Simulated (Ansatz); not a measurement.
Input and output of a one-shot G0W0 calculation on a 3-atom cell of CaF2 started from a crystallographic database (Ansatz, G0W0@PBE with 298 empty bands, a screening cutoff of 220 eV and a 4×4×4 mesh). The cell was relaxed beforehand with r2SCAN.

Input file:
```yaml
crystal:
  lattice:
    - [0.0, 2.719592886, 2.719592886]
    - [2.719592886, 0.0, 2.719592886]
    - [2.719592886, 2.719592886, 0.0]
  atoms:
    - { symbol: Ca, position: [0.0, 0.0, 0.0] }
    - { symbol: F, position: [0.25, 0.25, 0.25] }
    - { symbol: F, position: [0.75, 0.75, 0.75] }
kpoints:
  mp_grid: { grid: [4, 4, 4] }
hamiltonian:
  xc: pbe
scf:
  occupations: { method: fixed }
gw:
  n_empty_bands: 298
  ecut_chi: 220
  qp_bands: [v2, c2]
  qp_kpoints: band_edges
  screening: { model: contour_deformation }
```

Command: `ansatz run input.yaml --threads 2 --pin off --max-ram 2211MiB --backend cpu --events-out ev --progress --plain --runs-dir out`.

Main lines of the log:
```
Functional definition: PBE
Crystal: 3 atoms, lattice volume = 40.229 Å³
Basis set: ecut = 420 eV, 749 PW (Γ)
Bands: 16, of which v1, the nominal top of the filled ones, is band 12 counted from 1 (11 counted from 0)
Symmetry: 48 space group operations
Space group: Fm-3m (ITA 225)
k-points: 8 of 64
Free energy (F): -3439.794888 eV
Fermi energy:    3.448197 eV
--- Band table (eV; the first three rows and the last of 8) ---
  k-point 0: bands = […, 1.3072, 1.3072, 1.3072, 3.1914, 3.1914, 3.1914, 10.8247, 12.6691, 12.6691, 14.7754]
  k-point 1: bands = […, 1.5651, 1.5651, 1.7452, 2.6261, 2.9343, 2.9343, 12.1301, 12.7827, 12.7827, 14.3841]
  k-point 2: bands = […, 1.9124, 1.9124, 2.1489, 2.1965, 2.6050, 2.6050, 12.8905, 12.8905, 13.2820, 14.2553]
  k-point 7: bands = […, 1.1665, 1.2938, 2.3953, 2.3953, 3.1652, 3.3563, 11.9386, 13.2600, 13.4627, 13.4627]
--- G₀W₀: contour deformation, 6 samples at zero and on the imaginary axis and 1 off it, 64 q-points, 298 empty bands' worth ---
    ik  band        ε_KS         Σx   Σc(E_QP)       V_xc       Z   E_QP_lin       E_QP  E_QP is
     0    11      3.1914   -31.6953     5.3918   -23.9421  0.7907     0.7707     0.8300  root
     0    12      3.1914   -31.6953     5.3918   -23.9421  0.7907     0.7707     0.8300  root
     0    13     10.8247    -6.0114    -3.3859   -10.3336  0.8826    11.7651    11.7610  root
     0    14     12.6691    -7.9501    -4.8005   -15.6257  0.8532    15.6141    15.5443  root
     1    11      2.9343   -31.2691     5.3749   -23.5024  0.7902     0.4797     0.5424  root
     1    12      2.9343   -31.2691     5.3749   -23.5024  0.7902     0.4797     0.5424  root
     1    13     12.1301    -6.9972    -3.4220   -11.5804  0.8742    13.2983    13.2912  root
     1    14     12.7827    -8.2812    -4.7750   -15.9306  0.8509    15.7282    15.6571  root
     2    11      2.6050   -31.0637     5.4239   -23.1977  0.7885     0.0944     0.1629  root
     2    12      2.6050   -31.0637     5.4239   -23.1977  0.7885     0.0944     0.1629  root
     2    13     12.8905    -8.4085    -4.7979   -16.0987  0.8492    15.8564    15.7828  root
     2    14     12.8905    -8.4085    -4.7979   -16.0987  0.8492    15.8564    15.7828  root
     3    11      3.1925   -31.7329     5.3909   -23.9930  0.7904     0.7848     0.8436  root
     3    12      3.1925   -31.7329     5.3909   -23.9930  0.7904     0.7848     0.8436  root
     3    13     12.1173    -8.3024    -3.8674   -14.1961  0.8596    14.1711    14.1435  root
     3    14     13.0204    -6.9029    -4.0071   -12.6366  0.8678    14.7663    14.7470  root
     4    11      2.9568   -31.2905     5.3786   -23.5292  0.7901     0.5120     0.5742  root
     4    12      3.0387   -31.4155     5.3746   -23.6796  0.7901     0.6170     0.6775  root
     4    13     12.0474    -8.0886    -4.0560   -14.3785  0.8582    14.3167    14.2813  root
     4    14     13.2216    -8.5138    -4.9864   -16.5302  0.8458    16.3382    16.2515  root
     5    11      2.5012   -30.7149     5.3858   -22.8843  0.7888    -0.0129     0.0564  root
     5    12      3.2343   -31.7698     5.3856   -24.0467  0.7904     0.8389     0.8968  root
     5    13     12.2675    -7.5273    -4.1132   -13.8170  0.8612    14.4774    14.4440  root
     5    14     12.9045    -8.6141    -4.7624   -16.2587  0.8485    15.8597    15.7867  root
     6    11      3.0796   -31.4079     5.3575   -23.7127  0.7901     0.6829     0.7419  root
     6    12      3.4482   -32.1203     5.4171   -24.3860  0.7906     1.0752     1.1309  root
     6    13     11.6110    -8.0463    -3.8939   -14.0429  0.8604    13.7431    13.7137  root
     6    14     13.0441    -9.3184    -4.7588   -17.0415  0.8528    16.0783    16.0084  root
     7    11      3.1652   -31.5168     5.3514   -23.8401  0.7903     0.7822     0.8400  root
     7    12      3.3563   -31.9800     5.4186   -24.2296  0.7904     0.9677     1.0246  root
     7    13     11.9386    -8.2755    -3.9671   -14.4269  0.8579    14.1562    14.1229  root
     7    14     13.2600    -8.5689    -4.9956   -16.5991  0.8451    16.3823    16.2946  root
```

The rows of the band table are 0: (0, 0, 0) = Γ, 1: (0, 0, 1/4), 2: (0, 0, -1/2) = L, 7: (1/4, -1/2, -1/4) = W.

The points are ik 0 = (0, 0, 0) (Γ), ik 1 = (0, 0, 1/4), ik 2 = (0, 0, -1/2) (L), ik 3 = (0, 1/4, 1/4), ik 4 = (0, 1/4, -1/2), ik 5 = (0, 1/4, -1/4), ik 6 = (0, -1/2, -1/2) (X), ik 7 = (1/4, -1/2, -1/4) (W); band 12 is the last filled one.

The quasiparticle gap on this mesh is 10.63 eV (X to Γ), against 7.38 eV from PBE: +3.25 eV. Renormalisation factors Z lie between 0.79 and 0.88. G0W0 values are finite-basis, finite-mesh values.

(Simulation; spin polarisation is off.)
